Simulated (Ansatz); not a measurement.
# What biaxial strain +0.63 %, plane normal [111], relaxed out of plane does to AlSb

Start from AlSb in the zinc blende structure (space group F-43m, No. 216; a = 6.177 Å). Axes: x, y, z lie along the cube axes.

It is then changed as follows: biaxial strain +0.63 %, plane normal [111], relaxed out of plane (Cartesian); in-plane vectors clamped, the third vector and the atoms free.

The values are results of Ansatz (a quantum-chemistry and plane-wave program), r2SCAN, PAW, cutoff 500 eV, no spin-orbit coupling, not measurements. k-mesh 13×13×13 (Γ-centred); smearing 0.05 eV (Fermi–Dirac).

The volume per atom goes up by 0.28 Å³, from 29.46 Å³ to 29.74 Å³ and the space group changes from F-43m (No. 216) to R3m (No. 160). The shortest interatomic distance is nearly the same (2.675 Å against 2.676 Å) and the energy rises by 0.9 meV/atom. The band gap shrinks by 0.042 eV (1.51 eV → 1.46 eV) and the gap character amounts to indirect, Γ → F–Γ (15 % along). The smallest direct gap decreases by 0.13 eV to 1.90 eV and the hole mass amounts to 0.078 mₑ out of plane, 0.80 mₑ in plane (at Γ). The valence-band top at Γ (three highest levels, from the VBM) becomes 0.00, -0.07, -0.07 eV (base: 0.00, 0.00, 0.00 eV) and the valley order (the lowest conduction-band minima on the path, energy above the VBM, named in the base's zone) changes from a point along ⟨100⟩, about 0.9 Å⁻¹ from Γ 1.51 eV; L along ⟨111⟩ 1.69 eV; Γ 2.03 eV to a point along [001], about 0.9 Å⁻¹ from Γ 1.46 eV; L along [111] 1.53 eV; L along [1-1-1] 1.64 eV; Γ 1.90 eV. The out-of-plane strain amounts to -0.32 % and the mean in-plane stress (compression positive) comes out as -0.8 GPa.

Final structure (turned so that z lies along the plane normal):

```yaml
crystal:
  lattice:
    - [4.39548, 0.00000, 0.00000]
    - [2.19774, 3.80660, 0.00000]
    - [2.19774, -1.26887, 3.55511]
  atoms:
    - { symbol: Sb, position: [0.50092, 0.74954, 0.24862] }
    - { symbol: Al, position: [0.99908, 0.00046, 0.00138] }
```

With Sb present, leaving out spin-orbit coupling can change the band edges. Effective masses come from finite differences of ±0.01 Å⁻¹. Stability against distortions was not tested. k-point labels follow each cell's own Brillouin zone.
